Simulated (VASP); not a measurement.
# MgO: single point with PBE

MgO:

```
Mg O
1.0
     3.30779    0.00000    0.00000
    -1.65389    2.86463   -0.01432
     0.00000   -0.02491    4.98288
Mg O
2 2
Direct
  0.33333 0.66667 0.00216
  0.66667 0.33333 0.50216
  0.33333 0.66667 0.40244
  0.66667 0.33333 0.90244
```

The cell comes from a database or a generator and needn't be the stable form of this composition.

The cell isn't the ideal one: strain -0.0100 x Voigt [0, 0, 0, 1, 0, 0], atoms carried along.

```
Program             : VASP 6.6.1
Task                : single point
Functional          : PBE
Potentials or basis : VASP PAW PBE potentials, release 64 (Mg, O)
Cutoff              : 520 eV
k mesh              : 9 × 9 × 6
Occupations         : gaussian, width 0.05 eV
Spin                : no spin polarisation
```

| Quantity | Value |
| --- | --- |
| Pressure | 3.0 GPa |
| Largest force | 0.040 eV/Å |
| Band gap on the k mesh | 3.46 eV, direct |

Forces on the atoms (eV/Å):
```
Mg   0.000  0.037  0.009
Mg   0.000  0.039  0.008
O    0.000 -0.039 -0.008
O    0.000 -0.037 -0.008
```

Stress tensor (GPa, compression positive):
```
2.89 0.00 0.00
0.00 2.89 0.74
0.00 0.74 3.12
```

Levels at points of the mesh, in eV from the valence-band top:
```csv
k point,band 4,band 5,band 6,band 7,band 8,band 9,band 10,band 11,band 12,band 13
"(0.00, 0.00, 0.00)",-0.79,-0.79,-0.45,-0.45,0.00,3.46,8.51,10.34,14.08,14.08
"(0.00, 0.00, 0.50)",-2.03,-0.63,-0.63,-0.61,-0.61,5.98,5.98,13.22,13.22,14.52
```

Wall time 76 s on 1 thread of Intel(R) Xeon(R) Platinum 8488C (Sapphire Rapids) (shared host), peak memory 0.24 GiB.

Caveat: an odd mesh through Γ misses points on the zone boundary, where band edges often lie.
